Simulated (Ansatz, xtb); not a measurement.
## Redistribution: C3H7Cl + C2H4O2 → C3H8O + C2H3ClO

Gas-phase species: C3H7Cl `CCCCl`, singlet; C2H4O2 (acetic acid) `CC(=O)O`, singlet; C3H8O (1-propanol) `CCCO`, singlet; C2H3ClO (acetyl chloride) `CC(=O)Cl`, singlet. The partners trade Cl for OH; both sit on C, so the bond types are kept.

Shapes, held fixed at every level: PBE0-D4/def2-TZVP. Flexible molecules stand in one conformer, not always the lowest. Programs: Ansatz 0.2.0, xtb 6.7.1. The zero-point and thermal change to 298 K, harmonic and unscaled (PBE0-D4/def2-TZVP), is -2.0 kJ/mol.

**The experiment to reproduce.** Tabulated heats of formation (Active Thermochemical Tables, CRC Handbook of Chemistry and Physics): C3H7Cl -131.9 (CRC); C2H4O2 -432.2 (CRC); C3H8O -255.1 (CRC); C2H3ClO -241.5 (ATcT) kJ/mol, which give ΔH(298 K) = +67.5 kJ/mol.

| level | kind | ΔH (kJ/mol) | computed − measured |
| --- | --- | --- | --- |
| GFN2-xTB | semi-empirical | +51.7 | -15.8 |
| HF/def2-TZVPP | Hartree–Fock | +80.2 | +12.6 |
| PBE-D4/def2-TZVPP | GGA | +61.6 | -6.0 |
| r2SCAN0-D4/def2-TZVPP | global hybrid | +71.4 | +3.9 |
| wB97X-V/def2-TZVPP | range-separated hybrid | +72.0 | +4.5 |
| MP2/def2-TZVPP | perturbation theory | +69.2 | +1.7 |
| CCSD/def2-SVP | coupled cluster or CI | +73.3 | +5.8 |
| CCSD/def2-TZVPP | coupled cluster or CI | +70.7 | +3.1 |
| CCSD(T)/CBS estimate | coupled cluster or CI | +68.4 | +0.9 |

Nearest: CCSD(T)/CBS estimate (+0.9); farthest: GFN2-xTB (-15.8). 7 of 9 levels lie within 10 kJ/mol. The heats of C3H7Cl (1-chloropropane) come from older tables and can be uncertain by 10 kJ/mol or more. The CBS estimate extrapolates MP2 from def2-TZVPP and def2-QZVPP and adds CCSD(T) − MP2 in the triple-zeta set, cores frozen.
